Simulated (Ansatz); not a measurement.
Na:

```
Na
1.0
    -2.14100    2.14100    2.14100
     2.14100   -2.14100    2.14100
     2.14100    2.14100   -2.14100
Na
1
Cartesian
  0.0000 0.0000 0.0000
```

Base run:

```yaml
Program: Ansatz 0.2.0
Functional: PBEsol
Potentials_or_basis: Ansatz PAW
Cutoff: 420 eV
Density_cutoff: 1680 eV
k_mesh: 9 × 9 × 9
Occupations: gaussian, width 0.05 eV
Spin: no spin polarisation
```

Its results: band gap on the k mesh none (metal or under the smearing width); pressure -0.6 GPa.

Task: The run is repeated on the same cell with these changes: functional from PBEsol to RPBE; occupations from gaussian, width 0.05 eV to gaussian, width 0.02 eV. What comes out?

Result: Band gap on the k mesh none (metal or under the smearing width); pressure 0.0 GPa.

Caveats: the PAW data sets come from PBE, with cores solved anew for the run's functional, which leaves a small shift of forces and pressure; the potentials were made for another functional, which shifts forces and pressure (some runs).

Not every run made on this cell is shown here.
